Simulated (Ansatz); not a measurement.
Te started on a Pb site in rocksalt PbTe, 64 atoms, charge +2

All numbers below come from DFT, PBEsol, PAW, plane waves (Ansatz 0.2.0).

Command:

```sh
ansatz run in.yaml --threads 8 --pin off --max-ram 118750MiB --runs-dir r --events-out ev --progress --plain --backend cuda --devices 0, --max-vram 170GiB
```

The input less its lattice and atoms:

```yaml
crystal:
  symmetry: { detect: false }
kpoints:
  mp_grid: { grid: [1, 1, 1], shift: [0.25, 0.25, 0.25] }
hamiltonian:
  xc: pbesol
total_charge: 2
scf:
  occupations: { method: fermi_dirac, width: 0.01 }
relax:
  f_tol: 0.03
  max_steps: 80
  escape_saddle: false
  adjacent_minimum: "off"
output:
  forces: true
  eigenvalues: true
  populations: true
  charged_corrections: { epsilon: 400 }
```

Start:

```
Te Pb
1.0
    12.88000    0.00000    0.00000
     0.00000   12.88000    0.00000
     0.00000    0.00000   12.88000
Te Pb
33 31
Direct
  0.25124 0.99986 0.99765
  0.25093 0.99949 0.50008
  0.25176 0.50150 0.00158
  0.25101 0.49976 0.50092
  0.74994 0.99891 0.00048
  0.75065 0.99940 0.49855
  0.74980 0.50090 0.00070
  0.75355 0.49879 0.50117
  0.99762 0.24711 0.00011
  0.99668 0.24866 0.49937
  0.00178 0.75077 0.99977
  0.00179 0.75141 0.49749
  0.49943 0.25086 0.99860
  0.50127 0.25172 0.50177
  0.50198 0.75184 0.99886
  0.49946 0.74925 0.49937
  0.00180 0.99936 0.24972
  0.99740 0.99747 0.74761
  0.99836 0.50206 0.24983
  0.99963 0.50048 0.74841
  0.49955 0.00139 0.24722
  0.49876 0.99778 0.74976
  0.49952 0.49950 0.24864
  0.50009 0.50072 0.74989
  0.49713 0.49873 0.49677
  0.24830 0.24800 0.24983
  0.25145 0.25261 0.74640
  0.24887 0.74872 0.25087
  0.25147 0.74933 0.75196
  0.74872 0.24860 0.25041
  0.74664 0.25119 0.75033
  0.74847 0.74915 0.25234
  0.74772 0.75027 0.75160
  0.99917 0.99819 0.00111
  0.99972 0.00127 0.49989
  0.00093 0.50038 0.99766
  0.99830 0.50057 0.49904
  0.49838 0.00049 0.99857
  0.49890 0.99755 0.49998
  0.49970 0.49808 0.00174
  0.25050 0.25186 0.00104
  0.25117 0.24840 0.50216
  0.25190 0.75026 0.99956
  0.25148 0.75080 0.50204
  0.75127 0.25153 0.00215
  0.75164 0.25222 0.49842
  0.75150 0.74959 0.99541
  0.74916 0.74987 0.50037
  0.24735 0.99940 0.25271
  0.24819 0.99740 0.75046
  0.24769 0.50127 0.25363
  0.25054 0.49919 0.75163
  0.74957 0.00002 0.24863
  0.74712 0.00065 0.75066
  0.75188 0.49903 0.25292
  0.74774 0.49965 0.75080
  0.99986 0.24963 0.25040
  0.00000 0.25065 0.74960
  0.99993 0.75032 0.24844
  0.99738 0.74915 0.75366
  0.49706 0.25192 0.25066
  0.50223 0.25365 0.74886
  0.50008 0.74979 0.25290
  0.49953 0.75338 0.74813
```

Steps:

```tsv
step	energy less the first (eV)	largest force component (eV/Å)
start	0.000	0.471
1	-0.326	0.131
2	-0.369	0.150
3	-0.389	0.081
4	-0.410	0.155
5	-0.452	0.021
6	-0.452	0.021
```

A structure on the way, about -0.37 eV from the start:

```
Te Pb
1.0
    12.88000    0.00000    0.00000
     0.00000   12.88000    0.00000
     0.00000    0.00000   12.88000
Te Pb
33 31
Direct
  0.25001 0.99953 0.99957
  0.25086 0.00022 0.49952
  0.25102 0.49946 0.00043
  0.26050 0.50045 0.50064
  0.74922 0.00085 0.00073
  0.74759 0.00126 0.50073
  0.74753 0.50085 0.00112
  0.73995 0.50044 0.50051
  0.99934 0.25003 0.99948
  0.99967 0.25116 0.49932
  0.00062 0.74937 0.00087
  0.00097 0.74778 0.50089
  0.49926 0.25107 0.99990
  0.50011 0.26055 0.50036
  0.50065 0.74764 0.00126
  0.50014 0.74125 0.50060
  0.99952 0.99953 0.25005
  0.00074 0.00068 0.74927
  0.99990 0.49948 0.25109
  0.00077 0.50074 0.74771
  0.49926 0.00000 0.25092
  0.50078 0.00088 0.74770
  0.50023 0.50030 0.26081
  0.50004 0.50034 0.74017
  0.49484 0.49619 0.49532
  0.25002 0.25023 0.25050
  0.25141 0.25155 0.74921
  0.25118 0.74903 0.25175
  0.25254 0.74997 0.75038
  0.74885 0.25138 0.25141
  0.74979 0.25269 0.75005
  0.74990 0.75004 0.25269
  0.75069 0.75096 0.75109
  0.99918 0.99959 0.99953
  0.99781 0.99873 0.49978
  0.99812 0.49968 0.99828
  0.98732 0.49913 0.49872
  0.49943 0.99823 0.99837
  0.49822 0.98990 0.49877
  0.49846 0.49849 0.98692
  0.24826 0.24859 0.00022
  0.24696 0.24738 0.50072
  0.24947 0.75092 0.00126
  0.24839 0.75260 0.50182
  0.75064 0.25009 0.00113
  0.75192 0.24876 0.50141
  0.75146 0.75173 0.00217
  0.75231 0.75246 0.50234
  0.24817 0.99953 0.24864
  0.24975 0.00117 0.75097
  0.24724 0.50018 0.24724
  0.24825 0.50144 0.75235
  0.75057 0.00081 0.24980
  0.75182 0.00243 0.75167
  0.75219 0.50098 0.24859
  0.75256 0.50217 0.75214
  0.99933 0.24856 0.24876
  0.00093 0.24978 0.75100
  0.00045 0.75071 0.25005
  0.00181 0.75173 0.75199
  0.49998 0.24717 0.24750
  0.50113 0.24832 0.75193
  0.50087 0.75210 0.24858
  0.50178 0.75251 0.75258
```

End:

```xyz
64
Lattice="12.8800 0.0000 0.0000 0.0000 12.8800 0.0000 0.0000 0.0000 12.8800" Properties=species:S:1:pos:R:3 pbc="T T T"
Te    3.2629    0.0339    0.0314
Te    3.2625    0.0232    6.4684
Te    3.2628    6.4707    0.0222
Te    3.3531    6.4698    6.4674
Te    9.6916    0.0500    0.0476
Te    9.6632    0.0511    6.4866
Te    9.6615    6.4891    0.0496
Te    9.5614    6.4797    6.4791
Te    0.0311    3.2652    0.0317
Te    0.0202    3.2656    6.4690
Te    0.0482    9.6942    0.0477
Te    0.0482    9.6654    6.4867
Te    6.4678    3.2655    0.0206
Te    6.4674    3.3542    6.4688
Te    6.4873    9.6648    0.0491
Te    6.4762    9.5635    6.4771
Te    0.0306    0.0331    3.2623
Te    0.0487    0.0498    9.6912
Te    0.0204    6.4707    3.2637
Te    0.0501    6.4888    9.6636
Te    6.4677    0.0232    3.2631
Te    6.4878    0.0510    9.6621
Te    6.4681    6.4707    3.3550
Te    6.4792    6.4793    9.5579
Te    6.2514    6.2548    6.2575
Te    3.2516    3.2551    3.2525
Te    3.2693    3.2721    9.6729
Te    3.2690    9.6755    3.2697
Te    3.2816    9.6949    9.6930
Te    9.6717    3.2715    3.2695
Te    9.6924    3.2847    9.6928
Te    9.6920    9.6947    3.2823
Te    9.7072    9.7103    9.7080
Pb   12.8560   12.8606   12.8623
Pb   12.8143   12.8193    6.4332
Pb   12.8126    6.4314   12.8220
Pb   12.6604    6.3892    6.3922
Pb    6.4270   12.8186   12.8211
Pb    6.3843   12.6660    6.3914
Pb    6.3841    6.3888   12.6621
Pb    3.1770    3.1812   12.8368
Pb    3.1260    3.1311    6.4072
Pb    3.2026    9.6576   12.8650
Pb    3.1748    9.6673    6.4318
Pb    9.6537    3.2062   12.8625
Pb    9.6623    3.1807    6.4296
Pb    9.6636    9.6680    0.0009
Pb    9.6440    9.6502    6.4441
Pb    3.1759   12.8342    3.1843
Pb    3.2014   12.8613    9.6623
Pb    3.1257    6.4024    3.1337
Pb    3.1757    6.4293    9.6703
Pb    9.6523   12.8625    3.2083
Pb    9.6624   12.8795    9.6692
Pb    9.6595    6.4288    3.1821
Pb    9.6450    6.4429    9.6507
Pb   12.8290    3.1817    3.1832
Pb   12.8553    3.2063    9.6603
Pb   12.8555    9.6585    3.2069
Pb   12.8731    9.6676    9.6685
Pb    6.3977    3.1315    3.1320
Pb    6.4227    3.1790    9.6684
Pb    6.4221    9.6652    3.1826
Pb    6.4364    9.6490    9.6510
```

The run converged.

Time: 7.6 s of wall time on one NVIDIA GB200 with 8 processor threads, on a host shared with other runs; peak host memory 2.2 GiB.

Q: How much energy did the relaxation gain, and which atom moved most?

A: 0.45 eV in 6 steps, from a start with small random displacements; atom 25 (Te) moved 0.27 Å, the median atom 0.08 Å (drift of the whole cell removed).

The one k point has no symmetry partners, which can distort the end along one axis.
